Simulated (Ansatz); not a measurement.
F (C2/m) from a database of computed structures was put through Ansatz (plane waves). Cell and atoms come from a relaxation with r2SCAN+rVV10.

The cell:
```
F
1.0
     2.59935   -1.49208   -0.00470
     2.59935    1.49208   -0.00470
    -2.07349    0.00000    6.78589
F
4
Direct
  0.50552 0.50552 0.40266
  0.08497 0.08497 0.09704
  0.49448 0.49448 0.59734
  0.91503 0.91503 0.90296
```

Main lines of the log:
```
scf.n_extra_bands = 5 over 14 filled bands (N_el = 28.0): the run solves 19 bands
Functional definition: LC-wPBE
  parameter omega = 0.4/bohr
  exchange = pbe_x_sr(omega) + exact_x_lr(omega)
  correlation = pbe_c
Crystal: 4 atoms, lattice volume = 52.608 Å³
Basis set: ecut = 420 eV, 997 PW (Γ)
Symmetry: 4 space group operations
Space group: C2/m (ITA 12)
k-points: 47 of 144
Exchange kernel: α = 0.0000 at short range, 1.0000 at long range (ω = 0.7559 Å⁻¹), several ranges, Wigner–Seitz truncation, v(0) = 12875.7057 eV·Å³, q-mesh 6×6×4
preconditioner: auto → none  [insulator: Δε(μ)=11.826 eV  ℏωp=27.1 eV]
hybrid outer 1: dexx = +5.632e-2 eV, tail = 2.32e-4 eV
hybrid outer 2: dexx = +1.681e-5 eV, tail = 3.41e-7 eV, Δε = 7.46e-3 eV, ΔF = 4.45e-3 eV/Å
hybrid outer 3: dexx = +1.471e-8 eV, tail = 3.19e-9 eV, Δε = 1.34e-4 eV, ΔF = 3.96e-4 eV/Å
Free energy (F): -3225.830644 eV
Fermi energy:    -7.283127 eV
--- Per-component energies (eV) ---
  E_band       = -448.833847
  E_kinetic    = 809.423707
  E_local      = -2609.179848
  E_nonlocal   = 295.550550
  E_hartree    = 934.132906
  E_xc         = -198.943202
  E_vxc        = -282.946068
  E_exx        = -156.328211
  E_paw        = -758.135896
  E_vpaw       = -217.299782
  E_ewald      = -1542.362817
  E_core_change = 0.003731
--- Forces (eV/Å), atoms counted from 1 ---
  atom   1  F     -0.37774      0.00000      1.12767
  atom   2  F     -0.42865      0.00000    -1.14739
  atom   3  F       0.37774      0.00000    -1.12767
  atom   4  F       0.42865      0.00000      1.14739
--- Stress (GPa, compression-positive) ---
        2.148123       0.000000       0.081385
        0.000000       2.958841       0.000000
        0.081383       0.000000      -5.154770
  P = ⅓ Tr σ = -0.0159 GPa (-0.159 kbar)
--- Band table (eV; the first three rows and the last of 47) ---
  k-point 0: bands = […, -10.7901, -10.7460, -7.7464, -7.5460, -7.4972, -7.3411, 4.6700, 6.3746, 11.0255, 13.2954, …]
  k-point 1: bands = […, -10.7768, -10.7617, -7.7287, -7.5840, -7.4741, -7.3637, 4.9031, 6.0953, 11.3200, 12.8018, …]
  k-point 2: bands = […, -10.7886, -10.7774, -7.6745, -7.6583, -7.4243, -7.4122, 5.4675, 5.4901, 11.9971, 12.0208, …]
  k-point 46: bands = […, -11.1956, -11.1704, -8.1547, -8.1000, -7.5164, -7.4970, 5.6510, 5.6549, 15.8953, 16.1835, …]
```

Question: Which of these blocks stood in the input: relax, gw, phonons, dielectric, magnetization (spin_orbit)?

Answer: None of them. A single point prints forces and stress when the output block asks for them.

Question: Which k mesh was typed?

Answer: 6×6×4, Γ-centred.

Question: How were the bands filled?

Answer: Fixed occupations.

Command: `ansatz run input.yaml --threads 2 --pin off --max-ram 2211MiB --backend cpu --events-out ev --progress --plain --runs-dir out`. Wall time 36 s on 2 threads of Arm Neoverse V1 (shared host); peak host memory 1.2 GiB.

No spin polarisation and no zero-point or thermal motion.

The program warns that its thresholds are loose for a hybrid's stress.
